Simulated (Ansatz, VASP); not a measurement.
# WC (Qusongite): VASP beside Ansatz

```
W C
1.0
     2.86722    0.00000    0.00000
    -1.43361    2.48308    0.00000
     0.00000    0.00000    2.79826
W C
1 1
Direct
  0.00000 0.00000 0.00000
  0.66667 0.33333 0.50000
```

Alike in both runs: task single point; functional r2SCAN; k mesh 10 × 10 × 9; occupations fermi-dirac, width 0.05 eV; no spin polarisation.

|  | VASP | Ansatz |
| --- | --- | --- |
| version | VASP 6.6.1 | Ansatz 0.2.0 |
| potentials or method | VASP PAW PBE potentials, release 64 (W_sv, C) | Ansatz PAW |
| plane-wave cutoff (eV) | 520 | 500 |
| valence electrons in the cell | 18 | 18 |

|  | VASP | Ansatz | Ansatz less VASP |
| --- | --- | --- | --- |
| gap on the k mesh at the Fermi level (eV) | none | none | - |
| pressure (GPa) | 22.0 | 19.7 | -2.31 |
| largest component of the traceless stress (GPa) | 0.70 | 0.45 | -0.248 |

A gap of «none» marks a metal or a gap that the smearing closes.

Caveats: so large a pressure means that the cell lies far from this level's equilibrium, or that cutoff or potentials fall short (VASP); the potentials were made for another functional, which shifts forces and pressure (VASP); the PAW data sets come from PBE, with cores solved anew for the run's functional, which leaves a small shift of forces and pressure (Ansatz). Spin-orbit coupling is left out, which matters for the levels of W.
